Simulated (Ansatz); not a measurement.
Runs of Ansatz 0.2.0 on PbS. It takes space group Cmcm (No. 63, orthorhombic). The conventional cell has a = 4.160 Å, b = 11.983 Å, c = 4.279 Å, α = 90.00°, β = 90.00°, γ = 90.00°. Pb (site symmetry m2m) is surrounded by 5 S at 2.69 to 2.99 Å. S (site symmetry m2m) has 5 Pb at 2.69 to 2.99 Å as nearest neighbours. Measurements of this composition are mostly on another form, of space group No. 225.

```csv
level,gap on the mesh (eV),pressure (GPa),relaxed volume (Å³/atom)
BLYP+D4,1.39,0.0,(b)
PBEsol+D4,1.05,0.0,24.33
BLYP+D3(BJ),1.27,0.0,(c)
PBEsol+D3(BJ),1.02,0.0,(a)
```

Alike in all rows: task relaxation of cell and atoms; potentials or basis Ansatz PAW; no spin polarisation; cell relaxed; k mesh 7 × 7 × 6; cutoff (eV) 420; smearing fermi-dirac 0.05 eV.

**Question.** Fill in the values left out.

**Answer.** (a) 23.85; (b) 28.46; (c) 25.94.

Caveats: odd divisions of the mesh miss points on the zone boundary, where band edges often lie, so the gap on the mesh can be too wide; the plane-wave basis is chosen anew once the cell has moved, so the energies of steps on either side of that aren't comparable; spin-orbit coupling is left out, which as a rule narrows the gap of such compounds by several tenths of an eV; the PAW data sets come from PBE, with cores solved anew for the run's functional, which leaves a small shift of forces and pressure.

A k mesh can miss the band edges, and the runs leave out spin-orbit coupling on Pb.

Runs at the PBE level aren't shown here.
